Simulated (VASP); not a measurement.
## CaF2 (Fluorite) under changes of volume

One of the cells (13.851 Å³/atom); the others are scaled copies at fixed shape and fractional positions:

```
Ca F
1.0
     0.00000    2.74909    2.74909
     2.74909    0.00000    2.74909
     2.74909    2.74909    0.00000
Ca F
1 2
Direct
  0.00000 0.00000 0.00000
  0.75000 0.75000 0.75000
  0.25000 0.25000 0.25000
```

* Program: VASP 6.6.1
* Functional: PBE
* Potentials or basis: VASP PAW PBE potentials, release 64 (Ca_sv, F)
* Cutoff: 520 eV
* k mesh: 8 × 8 × 8
* Occupations: fermi-dirac, width 0.05 eV
* Spin: no spin polarisation

```csv
volume (Å³/atom),energy over the lowest point (meV/atom),pressure (GPa),gap on the mesh (eV)
12.764,?,?,?
13.036,19.95,6.5,7.52
13.308,10.23,4.4,7.40
13.851,0.55,0.8,7.16
14.122,0.00,-0.8,7.05
14.394,1.86,-2.1,6.94
```

**Question.** What does the run at 12.764 Å³/atom give?

**Answer.** Energy over the lowest point 33.49 meV/atom; pressure 8.8 GPa; gap on the mesh 7.65 eV.

Worked out: A Birch-Murnaghan fit of order 3 (a polynomial in V^(-2/3)) to the other rows has its minimum at 14.05 Å³/atom with B0 = V·E''(V) = 77 GPa and B' = 4.4. It gives 33.44 meV/atom at 12.764 Å³/atom, against the run's 33.49, and -dE/dV = 9.1 GPa, against 8.8. A straight line through the other rows of the gap, of slope -5.87 eV per unit of ln V, extrapolates to 7.64 eV, against the run's 7.65.

Energies are extrapolated to zero smearing.

A mesh can miss the band edges.
